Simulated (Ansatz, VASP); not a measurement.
One calculation of Y, two programs

POSCAR

```
Y
1.0
    3.5143210000      0.0000000000      0.0000000000
    1.7571605000      3.0434912631      0.0000000000
    1.7571605000      1.0144970877      2.8694310808
Y
1
Direct
    0.0000000000      0.0000000000      0.0000000000
```

INCAR.step1

```
SYSTEM = Y
PREC = Accurate
ENCUT = 520
ISMEAR = 1
SIGMA = 0.1
LREAL = .FALSE.
LASPH = .TRUE.
NELM = 100
NBANDS = 12
GGA = PE
ALGO = Normal
EDIFF = 1E-4
LWAVE = .TRUE.
LCHARG = .FALSE.
```

The input INCAR.step2:

```
SYSTEM = Y
PREC = Accurate
ENCUT = 520
EDIFF = 1E-7
ISMEAR = 1
SIGMA = 0.1
LREAL = .FALSE.
LASPH = .TRUE.
NELM = 100
ALGO = Normal
ISIF = 2
LWAVE = .FALSE.
LCHARG = .FALSE.
METAGGA = R2SCAN
LMIXTAU = .TRUE.
NBANDS = 12
ISTART = 1
```

Contents of KPOINTS:

```
Automatic mesh
0
G
  10 10 10
  0 0 0
```

Input for Ansatz:

```yaml
crystal:
  lattice:
    - [3.514321, 0.0, 0.0]
    - [1.7571605000000003, 3.0434912630531317, 0.0]
    - [1.7571605000000003, 1.0144970876843775, 2.8694310807825065]
  atoms:
    - { symbol: "Y", position: [0.0, 0.0, 0.0] }
basis:
  ecutwfc: 500.0
kpoints:
  mp_grid:
    grid: [10, 10, 10]
hamiltonian:
  xc: r2scan
scf:
  occupations:
    method: methfessel_paxton
    width: 0.1
output:
  stress: true
```

This isn't the form of Y at room conditions, which is hcp.

Alike in both runs: task single point; functional r2SCAN; k mesh 10 × 10 × 10; occupations methfessel-paxton of order 1, width 0.1 eV; no spin polarisation.

```csv
,VASP,Ansatz
version,VASP 6.6.1,Ansatz 0.2.0
potentials or method,"VASP PAW PBE potentials, release 64 (Y_sv)","plane waves, PAW"
plane-wave cutoff (eV),520,500
valence electrons in the cell,11,11
```

```tsv
	VASP	Ansatz	Ansatz less VASP
pressure (GPa)	3.2	3.1	-0.09
```

With one functional, cell and mesh, what is left measures potentials, basis and numerics.

Caveats: the PAW data sets were made with another functional, which shifts forces and pressure a little (VASP).
